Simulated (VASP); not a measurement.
Ag: single point with PBE

The system is Ag, a slab with vacuum.

```
Ag
1.0
     8.80348    0.00000    0.00000
     0.00000    8.80348    0.00000
     0.00000    0.00000   16.15000
Ag
28
Direct
  0.00000 0.00000 0.37152
  0.33333 0.00000 0.37152
  0.66667 0.00000 0.37152
  0.00000 0.33333 0.37152
  0.33333 0.33333 0.37152
  0.66667 0.33333 0.37152
  0.00000 0.66667 0.37152
  0.33333 0.66667 0.37152
  0.66667 0.66667 0.37152
  0.16777 0.16778 0.49705
  0.50002 0.16833 0.49709
  0.83220 0.16778 0.49708
  0.16832 0.50001 0.49709
  0.50001 0.50000 0.49688
  0.83164 0.50001 0.49712
  0.16777 0.83221 0.49707
  0.50002 0.83165 0.49711
  0.83219 0.83220 0.49709
  0.00000 0.00000 0.62096
  0.33418 0.99999 0.62249
  0.66581 0.99998 0.62249
  0.99997 0.33418 0.62249
  0.49948 0.49974 0.73859
  0.66937 0.33069 0.62522
  0.99997 0.66581 0.62249
  0.33064 0.66942 0.62518
  0.66929 0.66928 0.62526
  0.33057 0.33055 0.62514
```

The cell was built by a generator and needn't be a form met in nature.

```
Program                : VASP 6.6.1
Task                   : single point
Functional             : PBE
Potentials or basis    : VASP PAW PBE potentials, release 64 (Ag)
Cutoff                 : 520 eV
k mesh                 : 3 × 3 × 1
Occupations            : gaussian, width 0.1 eV
Spin                   : no spin polarisation
Dipole correction      : no
Further INCAR settings : LREAL = Auto; ALGO = Fast; EDIFF = 1e-07; NBANDS = 174
```

The largest force is 0.069 eV/Å and the band gap on the k mesh is none (metal or under the smearing width).

Forces on the atoms (eV/Å):
```
Ag   0.000  0.000  0.069
Ag   0.000  0.000  0.008
Ag   0.000  0.000  0.008
Ag   0.000  0.000  0.008
Ag  -0.014 -0.014 -0.010
Ag   0.014 -0.014 -0.010
Ag   0.000  0.000  0.008
Ag  -0.014  0.014 -0.010
Ag   0.014  0.014 -0.010
Ag   0.000  0.000 -0.003
Ag   0.000  0.007  0.000
Ag   0.000  0.001 -0.003
Ag   0.007  0.000  0.000
Ag  -0.001  0.000  0.009
Ag  -0.007  0.000 -0.001
Ag   0.001  0.000 -0.003
Ag   0.000 -0.007  0.000
Ag  -0.001 -0.001 -0.003
Ag   0.000  0.000 -0.010
Ag   0.004  0.000 -0.008
Ag  -0.004  0.000 -0.007
Ag   0.000  0.004 -0.008
Ag   0.005  0.003 -0.025
Ag  -0.001 -0.002  0.002
Ag   0.001 -0.004 -0.008
Ag  -0.003 -0.001  0.002
Ag   0.000  0.000  0.003
Ag  -0.002 -0.001  0.002
```

Levels at points of the mesh, in eV from the Fermi level:
```
           k point  band 153  band 154  band 155  band 156  band 157  band 158
(0.00, 0.00, 0.00)     -1.13     -1.13     -0.85      0.44      0.89      0.89
```

Wall time 19 min on 1 thread of Intel(R) Xeon(R) 6975P-C (Granite Rapids), on a shared host, peak memory 1.5 GiB.
